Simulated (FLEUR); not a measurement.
BAs under changes of volume

One of the cells (13.626 Å³/atom); the others are scaled copies at fixed shape and fractional positions:

```
As B
1.0
     0.00000    2.38850    2.38850
     2.38850    0.00000    2.38850
     2.38850    2.38850    0.00000
As B
1 1
Direct
  0.75000 0.75000 0.75000
  0.00000 0.00000 0.00000
```

* Program: FLEUR MaX-R8.1 (later development tree)
* Functional: LDA
* Potentials or basis: all-electron
* Basis: FLAPW
* Kmax: 4.92 1/bohr
* k mesh: 10 × 10 × 10
* Occupations: fermi-dirac, width 0.05 eV
* Spin: no spin polarisation

```tsv
volume (Å³/atom)	energy over the lowest point (meV/atom)	gap on the mesh (eV)
12.809	5.88	1.08
13.081	0.00	1.10
13.626	4.20	1.13
14.171	?	?
14.444	42.83	1.18
```

Problem. What does the run at 14.171 Å³/atom give?

Solution. Energy over the lowest point 26.21 meV/atom; gap on the mesh 1.17 eV.

Worked out: A Birch-Murnaghan fit of order 2 (a polynomial in V^(-2/3)) to the other rows has its minimum at 13.24 Å³/atom with B0 = V·E''(V) = 147 GPa. It gives 26.17 meV/atom at 14.171 Å³/atom, against the run's 26.21. A straight line through the other rows of the gap, of slope 0.822 eV per unit of ln V, gives 1.16 eV, against the run's 1.17.

Energies are extrapolated to zero smearing.

A mesh can miss the band edges. Spin-orbit coupling on As is left out.
